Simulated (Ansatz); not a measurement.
Isolated molecules relaxed with PBE0-D4/def2-TZVP in Ansatz; ΔE leaves out vibrations. CBS: MP2 limit from def2 TZ/QZ plus the TZ coupled-cluster correction, frozen cores. DFT in def2-TZVPP. For Ge outer-core shells are correlated without core-valence functions, which leaves a few kJ/mol of doubt a bond. Scalar relativity is left out up to krypton. One conformer a species, not always the lowest.

Reaction (substitution at a C–C bond): `CC[O][GeH3]` + acetic acid → `COC(C)=O` + `C[O][GeH3]`

| level | ΔE (kJ/mol) |
| --- | --- |
| PBE0-D4 | 57.8 |
| PBE-QIDH | 59.2 |
| MP2/def2-TZVPP | 60.0 |
| CCSD(T)/def2-TZVPP | 55.8 |

Problem. What does CCSD(T)/CBS give? (An estimate is asked.)

Solution. Ansatz gave: +57.4 kJ/mol. The listed levels differ from it by 0.4, 1.8, 2.6, -1.6 kJ/mol.

Largest T1 diagnostic among the species: 0.015.

In def2-TZVPP, CCSD(T) changes the Hartree–Fock value by +5.9 kJ/mol (the triples alone add −0.3 kJ/mol) and MP2 by +10.0 kJ/mol. Leaving LDA and LC-ωPBE aside and taking each functional with its dispersion term where it has one, the values, not all of them listed here, spread over 9.4 kJ/mol, from BLYP-D4 to PBE-QIDH.

CCSD(T)/CBS has its own doubt, a few kJ/mol and more with outer-core shells, so smaller differences from it don't rank the levels.
